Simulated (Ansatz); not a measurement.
**How much does Ir in W(100), 2x2 scatter?**

How strong a scatterer is Ir in W(100), 2x2, and does relaxation matter?

Program: Ansatz 0.2.0. Level of theory: Ansatz plane-wave DFT, PBE, PAW files; ballistic transport by layer matching (Landauer), zero bias; PAW set soft_1, in the first sound run; inputs show where later runs differ. Results are calculated unless marked as measured.

## 1. The structure

The cell holds 72 atoms: 71 W and 1 Ir. Cell: a = 6.330 Å, b = 6.330 Å, c = 28.483 Å, α = 90.0°, β = 90.0°, γ = 90.0°. It derives from W. Regions: lead, 40 atoms (40 W); scattering region, 32 atoms (31 W and 1 Ir). The structure is stacked along c, and the current runs across the ab planes.

## 2. Transmission at ideal sites

The defect sits in one plane of the supercell, all atoms on ideal sites; the layers about the cell's end are the lead. The mesh across the current, 8×8, is finer than the density's, because channels open and close sharply across the zone. Energies from -0.1 to 0.1 eV in steps of 0.05 eV are too few for the program's thermal sum, so it prints no conductance; for a metal the transmission near the Fermi level serves, at a fraction of the cost.

The input, input.yaml:

```yaml
crystal:
  lattice:
    - [6.3296, 0.0, 0.0]
    - [0.0, 6.3296, 0.0]
    - [0.0, 0.0, 28.4832]
  atoms:
    - { symbol: W, position: [0.0, 0.0, 0.0277777778] }
    - { symbol: W, position: [0.0, 0.5, 0.0277777778] }
    - { symbol: W, position: [0.5, 0.0, 0.0277777778] }
    - { symbol: W, position: [0.5, 0.5, 0.0277777778] }
    - { symbol: W, position: [0.25, 0.25, 0.0833333333] }
    - { symbol: W, position: [0.25, 0.75, 0.0833333333] }
    - { symbol: W, position: [0.75, 0.25, 0.0833333333] }
    - { symbol: W, position: [0.75, 0.75, 0.0833333333] }
    - { symbol: W, position: [0.0, 0.0, 0.1388888889] }
    - { symbol: W, position: [0.0, 0.5, 0.1388888889] }
    - { symbol: W, position: [0.5, 0.0, 0.1388888889] }
    - { symbol: W, position: [0.5, 0.5, 0.1388888889] }
    - { symbol: W, position: [0.25, 0.25, 0.1944444444] }
    - { symbol: W, position: [0.25, 0.75, 0.1944444444] }
    - { symbol: W, position: [0.75, 0.25, 0.1944444444] }
    - { symbol: W, position: [0.75, 0.75, 0.1944444444] }
    - { symbol: W, position: [0.0, 0.0, 0.25] }
    - { symbol: W, position: [0.0, 0.5, 0.25] }
    - { symbol: W, position: [0.5, 0.0, 0.25] }
    - { symbol: W, position: [0.5, 0.5, 0.25] }
    - { symbol: W, position: [0.25, 0.25, 0.3055555556] }
    - { symbol: W, position: [0.25, 0.75, 0.3055555556] }
    - { symbol: W, position: [0.75, 0.25, 0.3055555556] }
    - { symbol: W, position: [0.75, 0.75, 0.3055555556] }
    - { symbol: W, position: [0.0, 0.0, 0.3611111111] }
    - { symbol: W, position: [0.0, 0.5, 0.3611111111] }
    - { symbol: W, position: [0.5, 0.0, 0.3611111111] }
    - { symbol: W, position: [0.5, 0.5, 0.3611111111] }
    - { symbol: W, position: [0.25, 0.25, 0.4166666667] }
    - { symbol: W, position: [0.25, 0.75, 0.4166666667] }
    - { symbol: W, position: [0.75, 0.25, 0.4166666667] }
    - { symbol: W, position: [0.75, 0.75, 0.4166666667] }
    - { symbol: W, position: [0.0, 0.0, 0.4722222222] }
    - { symbol: W, position: [0.0, 0.5, 0.4722222222] }
    - { symbol: W, position: [0.5, 0.0, 0.4722222222] }
    - { symbol: W, position: [0.5, 0.5, 0.4722222222] }
    - { symbol: Ir, position: [0.25, 0.25, 0.5277777778] }
    - { symbol: W, position: [0.25, 0.75, 0.5277777778] }
    - { symbol: W, position: [0.75, 0.25, 0.5277777778] }
    - { symbol: W, position: [0.75, 0.75, 0.5277777778] }
    - { symbol: W, position: [0.0, 0.0, 0.5833333333] }
    - { symbol: W, position: [0.0, 0.5, 0.5833333333] }
    - { symbol: W, position: [0.5, 0.0, 0.5833333333] }
    - { symbol: W, position: [0.5, 0.5, 0.5833333333] }
    - { symbol: W, position: [0.25, 0.25, 0.6388888889] }
    - { symbol: W, position: [0.25, 0.75, 0.6388888889] }
    - { symbol: W, position: [0.75, 0.25, 0.6388888889] }
    - { symbol: W, position: [0.75, 0.75, 0.6388888889] }
    - { symbol: W, position: [0.0, 0.0, 0.6944444444] }
    - { symbol: W, position: [0.0, 0.5, 0.6944444444] }
    - { symbol: W, position: [0.5, 0.0, 0.6944444444] }
    - { symbol: W, position: [0.5, 0.5, 0.6944444444] }
    - { symbol: W, position: [0.25, 0.25, 0.75] }
    - { symbol: W, position: [0.25, 0.75, 0.75] }
    - { symbol: W, position: [0.75, 0.25, 0.75] }
    - { symbol: W, position: [0.75, 0.75, 0.75] }
    - { symbol: W, position: [0.0, 0.0, 0.8055555556] }
    - { symbol: W, position: [0.0, 0.5, 0.8055555556] }
    - { symbol: W, position: [0.5, 0.0, 0.8055555556] }
    - { symbol: W, position: [0.5, 0.5, 0.8055555556] }
    - { symbol: W, position: [0.25, 0.25, 0.8611111111] }
    - { symbol: W, position: [0.25, 0.75, 0.8611111111] }
    - { symbol: W, position: [0.75, 0.25, 0.8611111111] }
    - { symbol: W, position: [0.75, 0.75, 0.8611111111] }
    - { symbol: W, position: [0.0, 0.0, 0.9166666667] }
    - { symbol: W, position: [0.0, 0.5, 0.9166666667] }
    - { symbol: W, position: [0.5, 0.0, 0.9166666667] }
    - { symbol: W, position: [0.5, 0.5, 0.9166666667] }
    - { symbol: W, position: [0.25, 0.25, 0.9722222222] }
    - { symbol: W, position: [0.25, 0.75, 0.9722222222] }
    - { symbol: W, position: [0.75, 0.25, 0.9722222222] }
    - { symbol: W, position: [0.75, 0.75, 0.9722222222] }
kpoints:
  mp_grid: { grid: [4, 4, 1] }
hamiltonian:
  xc: pbe
  pseudopotentials: { kind: paw, azcp: { folder: soft_1 } }
scf:
  occupations: { method: fermi_dirac, width: 0.1 }
output:
  transmission: { leads: [[0, 4]], kmesh: [8, 8], e_range: [-0.1, 0.1], de: 0.05 }
  write_potential: true
  write_density: true
  volumetric_format: npy
  elf: true
```

Run with:

```console
> ansatz run input.yaml --threads 4 --pin off --max-ram 15360MiB --backend cpu --events-out ev --progress --plain --runs-dir out
```

Numbers of over 12 decimals in the logs are rounded to 6 here.

What it wrote:

```text
Engine: ansatz 0.2.0, x86_64-unknown-linux-gnu
Pseudopotentials: kind: paw
Pseudopotential: W, paw, valence charge 14, recommended cutoff 420 eV (normal), soft_1/W.paw.azcp
Pseudopotential: Ir, paw, valence charge 17, recommended cutoff 420 eV (normal), soft_1/Ir.paw.azcp
Functional definition: PBE
  parameter kappa = 0.804
  parameter beta = 0.066725
  exchange = pbe_x(kappa = kappa, mu = beta*pi^2/3)
  correlation = pbe_c(beta = beta)
Crystal: 72 atoms, lattice volume = 1141.146 Å³
Basis set: ecut = 420 eV, 22299 PW (Γ)
Bands: 607, of which v1, the nominal top of the filled ones, is band 506 counted from 1 (505 counted from 0)
Symmetry: 16 space group operations
Space group: P4/mmm (ITA 123), of the structure as read, at distance tolerance 1.0e-4 Å
k-points: 6 of 16
Non-local potential: W, projectors of the file, l = 0: 3, l = 1: 2, l = 2: 2, l = 3: 1
Non-local potential: Ir, projectors of the file, l = 0: 3, l = 1: 2, l = 2: 2, l = 3: 1
PAW form: soft (Blöchl's): semilocal exchange-correlation on the pseudo side does not see the compensation charge
PAW one-centre angular grid: W, 590 points (default); XC on 64 Gauss nodes
PAW one-centre angular grid: Ir, 590 points (default); XC on 64 Gauss nodes
Initial density: superposition of atomic densities (chi_scale 0.1, normalization cell, long waves kept (reshape's long-wave potential 0.60 eV rms))
Initial wavefunctions: pseudopotential atomic-orbital guess
Functional: x = pbe(κ = 0.804, μ = 0.219515), c = pbe(β = 0.066725)
SCF iter   1: F=—  HF=-749356.974174 eV  |F-HF|=—  |Δ(HF+E_count)|=         —  Δρ=6.71e-2  dr2=7.54e2  ethr=3.10e-3  ⟨swp⟩=5.3  Hψ=11303  notcnv=0
preconditioner: auto → Kerker (q_TF=auto, 2.674 Å⁻¹)  [metal: Δε(μ)=0.060 eV  Ē_g=5.366 eV  σ=0.100 eV  W_gap=0.15  n_scr=372 (ndim 8)  ℏωp=22.9 eV  f_vac=0.000  D(μ)=33.40/eV (n_scr^D=248)]
SCF iter   2: F=—  HF=-749344.248990 eV  |F-HF|=—  |Δ(HF+E_count)|=    1.27e1  Δρ=4.06e-2  dr2=3.61e2  ethr=3.10e-3  ⟨swp⟩=2.0  Hψ=4674  notcnv=0  defer=29
SCF iter   3: F=—  HF=-749336.941707 eV  |F-HF|=—  |Δ(HF+E_count)|=    7.31e0  Δρ=1.00e-2  dr2=4.42e0  ethr=3.10e-3  ⟨swp⟩=3.0  Hψ=9754  notcnv=0  defer=15
SCF iter   4: F=—  HF=-749336.700916 eV  |F-HF|=—  |Δ(HF+E_count)|=   2.41e-1  Δρ=4.20e-3  dr2=4.21e0  ethr=4.37e-4  ⟨swp⟩=2.3  Hψ=6473  notcnv=0  defer=8
SCF iter   5: F=—  HF=-749336.654110 eV  |F-HF|=—  |Δ(HF+E_count)|=   4.68e-2  Δρ=1.04e-3  dr2=2.63e-1  ethr=4.17e-4  ⟨swp⟩=1.3  Hψ=3827  notcnv=0  defer=6
SCF iter   6: F=—  HF=-749336.650905 eV  |F-HF|=—  |Δ(HF+E_count)|=   3.21e-3  Δρ=1.42e-4  dr2=4.00e-3  ethr=2.60e-5  ⟨swp⟩=1.2  Hψ=3732  notcnv=0  defer=4
SCF iter   7: F=—  HF=-749336.650887 eV  |F-HF|=—  |Δ(HF+E_count)|=   1.80e-5  Δρ=3.14e-5  dr2=1.59e-4  ethr=3.95e-7  ⟨swp⟩=1.0  Hψ=3638  notcnv=0  defer=4
SCF iter   8: F=—  HF=-749336.650831 eV  |F-HF|=—  |Δ(HF+E_count)|=   5.54e-5  Δρ=8.38e-6  dr2=1.22e-5  ethr=1.57e-8  ⟨swp⟩=1.5  Hψ=3911  notcnv=0  defer=4
SCF iter   9: F=—  HF=-749336.651301 eV  |F-HF|=—  |Δ(HF+E_count)|=   4.69e-4  Δρ=2.81e-6  dr2=1.56e-6  ethr=1.21e-9  ⟨swp⟩=1.5  Hψ=3855  notcnv=0  defer=4
SCF iter  10: F=-749336.651301 eV  HF=-749336.651301 eV  |F-HF|=6.98e-9  |Δ(HF+E_count)|=   2.89e-8  Δρ=3.71e-7  dr2=7.69e-9  ethr=9.89e-12  ⟨swp⟩=5.3  Hψ=8782  notcnv=0
SCF 1 converged in 10 iterations: F = -749336.651301 eV  dr2 = 7.69e-9
  greatest PAW one-centre occupation: 1.000 electrons in one spin orbital (limit 2), on the Ir atom at site 36 (counted from 0), in its partial waves of l = 0
transmission: 59 of 555 steps passed
transmission: 111 of 555 steps passed
[...]
transmission: 555 of 555 steps passed
SCF converged after 10 iterations
Free energy (F): -749336.651301 eV
Harris-Foulkes:  -749336.651301 eV  (|F-HF|=6.98e-9)
Internal energy: -749335.311213 eV  (E = F + TS)
E sigma→0 (E₀):  -749335.981257 eV
Entropy (-TS):   -1.340088 eV (-18.612 meV/atom)
Fermi energy:    22.440992 eV
--- Per-component energies (eV) ---
  E_band       = -6106.037041
  E_kinetic    = 30486.006006
  E_local      = -39823.919121  (includes V_loc(G=0)·N_el)
  E_nonlocal   = -1618.351534
  E_hartree    = 16678.856572
  E_xc         = -19242.129030
  E_vxc        = -16688.649352  (∫ρ·V_xc dr)
  E_paw        = -618293.367054  (= ΣΔE_a)
  E_vpaw       = -11818.847425  (= ΣTr[D̂ρ^β])
  E_aug_tail   = 0.010805  (compensation charges beyond the density's cutoff)
  E_ewald      = -117522.417858
  E_smearing   = -1.340088  (= −TS)
  E_closure    = -0.000000  (closes the sum)
  Σ components = -749336.651301   (vs F -749336.651301, Δ=0.00e0)
--- Band table (eV; the first three rows and the last of 6) ---
  k-point 0: bands = [... 502 lower, 22.3431, 22.3449, 22.3659, 22.3743, 22.3743, 22.4089, 22.5900, 22.5900, ... 97 higher]
  k-point 1: bands = [... 502 lower, 22.3013, 22.3122, 22.3505, 22.3692, 22.3864, 22.4383, 22.4803, 22.4872, ... 97 higher]
  k-point 2: bands = [... 502 lower, 22.4871, 22.5181, 22.5201, 22.5226, 22.5618, 22.6013, 22.6042, 22.6264, ... 97 higher]
  k-point 5: bands = [... 502 lower, 21.7340, 21.7479, 22.4037, 22.4467, 22.5538, 22.5538, 22.8034, 22.9188, ... 97 higher]
--- Transmission ---
  basis      : 349 plane waves across, 37 finite elements along
  points     : 15, standing for a mesh of 8 x 8
  energies   : 5 from -0.100000 to 0.100000 eV about the Fermi level, 0.050000 eV apart; the leads are filled to 0.000000 eV, and channels, transmission and decay are at 0.000000 eV
  crystal 0  : W4, at the sites [0, 4], period 1.5824 Å, over 26.90 Å; its Hamiltonian steps by up to 0.9 meV
    offset         : up to 0.0000 Å between an atom of the period and one for which it stands
    channels       : 5.031250e0 a spin
    conductance    : none, the energies end too early or step too widely for 300 K: set another output.transmission.e_range or a lower de, or, where they end at an eighth of basis.ecutwfc, a higher one
    slowest decay  : 0.0391 /Å at (0.5000, 0.5000)
  junction   : crystal 0 to crystal 0, 0.88 to 27.79 Å
    transmission   : 4.099956e0 a spin
    conductance    : none, the energies end too early or step too widely for 300 K: set another output.transmission.e_range or a lower de, or, where they end at an eighth of basis.ecutwfc, a higher one
```

The job ended after 4.4 min (4 threads of Intel Xeon Platinum 8375C at 2.90GHz (Ice Lake), shared host; peak memory 11 GiB; 17 min of CPU time).

In the SCF lines HF is the Harris–Foulkes energy and dr2 the Hartree energy of the density residual, in eV; the loop may stop once dr2 is under the threshold and the program's other checks hold. Hψ counts applications of the Hamiltonian.

This run has no spin polarisation although its electron count is odd.

Numbers from this step:

| Quantity | Value |
| --- | --- |
| free energy | -749336.6513 eV |
| energy at zero smearing | -749335.9813 eV |
| Fermi energy | 22.44 eV |
| cell area | 40.06 Å² |
| transmission per spin nearest the Fermi level | 4.100 |
| open channels per spin nearest the Fermi level | 5.031 |
| step of the lead's potential | 0.9 meV |

Per spin. Table of transmission, zone mean by energy, zero at the Fermi level:

```tsv
energy (eV)	transmission, zone mean
-0.1000	3.79
-0.0500	3.90
0.0000	4.10
0.0500	4.21
0.1000	4.04
```

Per spin. Open channels, zone mean, lead against energy, zero at the Fermi level:

```tsv
energy (eV)	open channels, zone mean, lead
-0.1000	4.72
-0.0500	4.66
0.0000	5.03
0.0500	5.66
0.1000	5.53
```

Transmission over k1 and k2. At 0.0000 eV from the Fermi level.

Values, 8 rows by 8 columns:
```
 1.7  0.5  2.6  2.8  4.4  2.8  2.6  0.5
 2.0  2.6  1.9  4.2  5.5  4.2  1.9  2.6
 3.5  2.8  4.2 10.4 11.8 10.4  4.2  2.8
 3.5  4.4  5.5 11.8 12.1 11.8  5.5  4.4
 3.5  2.8  4.2 10.4 11.8 10.4  4.2  2.8
 2.0  2.6  1.9  4.2  5.5  4.2  1.9  2.6
 1.7  0.5  2.6  2.8  4.4  2.8  2.6  0.5
 0.0  1.7  2.0  3.5  3.5  3.5  2.0  1.7
```
Columns: k1 (b1) from -0.5 to 0.375; rows upwards: k2 (b2) from -0.5 to 0.375.

Open channels over k1 and k2. At 0.0000 eV from the Fermi level.

Ten even steps from '0' (0.0) to '9' (14.0):
```
10223220
12135312
22399932
23599953
22399932
12135312
10223220
01122211
```
Columns: k1 (b1) from -0.5 to 0.375; rows upwards: k2 (b2) from -0.5 to 0.375.

Electrostatic potential energy in the ca plane at fractional y = 0.250, with atoms of W and Ir within 0.2 Å of it. With pseudopotentials it is smooth inside the atoms' cores, unlike the true potential.

Ten even steps from '0' (-24 eV) to '9' (23 eV), each cell a mean:
```
99999999999999999999999999999999999999999999
89999755689999755799998655799998656899997556
58998310269997300379996201389985101589973102
27996100038995000059983000169972000279961000
27996100038995000059983000169972000279961000
58998410269997300379996201489985101589973102
89999755689999755799998655799998656899997556
99999999999999999999999999999999999999999999
99999999999999999999999999999999999999999999
99999987899999877899999888999999878999998878
69998632479998522589997412699996323699985324
38997200048996100169994000179973000389972000
27996100038984000048982000069972000279961000
38997200048996100169994000179973000389972000
79998632479998522589997422699996323799985324
99999987899999887899999888999999878999999878
99999999999999999999999999999999999999999999
```
Columns run along c (16.0 Å, from fractional 0.22 to 0.78 of the cell; values clipped at the 3rd and 97th percentile), rows up along a (6.3 Å). Atoms in or near the plane, at fractional coordinates: W at (0.31, 0.25), W at (0.31, 0.75), W at (0.42, 0.25), W at (0.42, 0.75), Ir at (0.53, 0.25), W at (0.53, 0.75), W at (0.64, 0.25), W at (0.64, 0.75), W at (0.75, 0.25), W at (0.75, 0.75).

ELF in the ca plane at fractional y = 0.250, with atoms of W and Ir within 0.2 Å of it. It is the smooth field of the valence electrons, not physical close to the nuclei.

Values, 9 rows by 16 columns, each cell a mean:
```
0.42 0.43 0.26 0.39 0.45 0.28 0.36 0.46 0.28 0.28 0.46 0.35 0.28 0.45 0.39 0.26
0.34 0.33 0.54 0.38 0.34 0.52 0.43 0.35 0.47 0.47 0.35 0.43 0.51 0.34 0.38 0.54
0.34 0.32 0.51 0.39 0.30 0.49 0.43 0.31 0.47 0.47 0.31 0.44 0.49 0.30 0.39 0.51
0.40 0.41 0.30 0.36 0.44 0.30 0.34 0.47 0.29 0.29 0.47 0.34 0.30 0.45 0.36 0.30
0.46 0.46 0.33 0.45 0.45 0.36 0.44 0.40 0.37 0.37 0.40 0.44 0.36 0.44 0.45 0.34
0.37 0.38 0.41 0.35 0.42 0.39 0.35 0.39 0.38 0.38 0.39 0.35 0.39 0.42 0.35 0.41
0.33 0.31 0.45 0.39 0.29 0.45 0.43 0.30 0.49 0.49 0.29 0.43 0.45 0.29 0.39 0.45
0.35 0.36 0.50 0.36 0.38 0.47 0.38 0.37 0.43 0.42 0.37 0.39 0.47 0.39 0.36 0.50
0.45 0.45 0.30 0.43 0.45 0.32 0.41 0.40 0.36 0.36 0.40 0.41 0.32 0.45 0.43 0.30
```
Columns run along c (16.0 Å, from fractional 0.22 to 0.78 of the cell), rows up along a (6.3 Å). Atoms in or near the plane, at fractional coordinates: W at (0.31, 0.25), W at (0.31, 0.75), W at (0.42, 0.25), W at (0.42, 0.75), Ir at (0.53, 0.25), W at (0.53, 0.75), W at (0.64, 0.25), W at (0.64, 0.75), W at (0.75, 0.25), W at (0.75, 0.75).

Valence density in the ca plane at fractional y = 0.250, with atoms of W and Ir within 0.2 Å of it. It is the smooth field of the valence electrons, not physical close to the nuclei.

Values in e/Å³, 9 rows by 16 columns, each cell a mean:
```
0.3 0.3 0.5 0.4 0.3 0.5 0.4 0.3 0.4 0.4 0.3 0.4 0.5 0.3 0.4 0.5
0.7 0.6 4.0 1.3 0.4 3.5 2.0 0.3 2.8 2.7 0.3 2.0 3.4 0.4 1.3 4.0
0.9 0.6 4.7 1.6 0.4 4.1 2.4 0.3 3.3 3.3 0.3 2.5 4.0 0.4 1.6 4.7
0.4 0.3 0.9 0.4 0.3 0.8 0.5 0.3 0.7 0.7 0.3 0.6 0.8 0.3 0.4 0.9
0.3 0.3 0.3 0.3 0.3 0.3 0.3 0.3 0.3 0.3 0.3 0.3 0.3 0.3 0.3 0.3
0.5 0.4 1.8 0.7 0.3 1.6 0.9 0.3 1.6 1.6 0.3 1.0 1.6 0.3 0.7 1.8
1.0 0.7 5.2 1.8 0.4 4.5 2.7 0.3 5.4 5.3 0.3 2.8 4.5 0.4 1.9 5.2
0.6 0.4 2.8 0.9 0.3 2.4 1.4 0.3 2.5 2.4 0.3 1.4 2.4 0.3 0.9 2.7
0.3 0.3 0.3 0.3 0.3 0.3 0.3 0.3 0.3 0.3 0.3 0.3 0.3 0.3 0.3 0.3
```
Columns run along c (16.0 Å, from fractional 0.22 to 0.78 of the cell), rows up along a (6.3 Å). Atoms in or near the plane, at fractional coordinates: W at (0.31, 0.25), W at (0.31, 0.75), W at (0.42, 0.25), W at (0.42, 0.75), Ir at (0.53, 0.25), W at (0.53, 0.75), W at (0.64, 0.25), W at (0.64, 0.75), W at (0.75, 0.25), W at (0.75, 0.75).

Over the solved energies the transmission per spin lies between 3.79 and 4.21, out of 5.12 channels of the lead on average (up to 5.66).

## 3. Resistance at ideal sites

This step: Ansatz plane-wave DFT, PBE, PAW files; ballistic transport by layer matching (Landauer), zero bias; area resistance of the defect plane and resistivity an atomic per cent; PAW set soft_1 (Ansatz 0.2.0).

This step gave:

- area resistance: 0.2599 fΩ m²
- T over the leads' mean channel count: 0.7955
- resistivity per at.% scaled from this dense plane, with the factor 3/4 for isotropic scattering: 4.927 µΩ cm

Averaged over the energies near the Fermi level, 79.6 % of the channels pass, which makes 0.260 fΩ m².

By hand, with T and the leads' channels N averaged over the energies near the Fermi level: RA = A (h/2e²)(1/T − 1/N) = 40.06×10⁻²⁰ m² × 12 906 Ω × (1/4.069 − 1/5.115) = 0.260 fΩ m². Per atomic per cent: RA × A / V_atom × 0.01 × 3/4 = 4.93 µΩ cm, with the host's V_atom = 15.85 Å³.

[end of part 1 of 3]

[Logs are printed without paths, hosts, clocks, repeated set-up lines and the standing remarks that a program may print on its own settings, such as how far it seeks lower states.]

[Hosts, paths, dates, database ids (printed as entryN), source tags and the programs' standing remarks are cut or masked in the printed files.]
